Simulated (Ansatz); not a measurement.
Si2W: equation of state with PBE

Si2W:

```xyz
3
Lattice="-1.6069 1.6069 3.9150 1.6069 -1.6069 3.9150 1.6069 1.6069 -3.9150" Properties=species:S:1:pos:R:3 pbc="T T T"
W     0.0000    0.0000    0.0000
Si    0.0000    0.0000    5.2092
Si    0.0000    0.0000    2.6207
```

```yaml
Program: Ansatz 0.2.0
Task: equation of state
Functional: PBE
Potentials_or_basis: Ansatz PAW
Cutoff: 420 eV
Density_cutoff: 1680 eV
k_mesh: 12 × 12 × 12
Occupations: fermi-dirac, width 0.05 eV
Spin: no spin polarisation
```

```json
{
 "Equilibrium volume": "13.67 Å³/atom",
 "Bulk modulus at fixed shape and positions": "221 GPa",
 "Pressure derivative of the bulk modulus": "4.4"
}
```

Energy against volume, from the lowest point:
```
volume (Å³/atom)  energy (meV/atom)
          12.670              58.08
          12.939              29.80
          13.209              11.34
          13.479               1.71
          13.748               0.00
          14.018               5.42
          14.287              17.24
```

All runs of the series together: 15 s on 2 threads of Intel(R) Xeon(R) 6975P-C (Granite Rapids), with other jobs on the host.

Caveat: the cell was scaled at fixed shape and fractional positions, which overstates the stiffness of a crystal with free parameters, most of all of layers and chains. Spin-orbit coupling is left out, which matters for the levels of W.
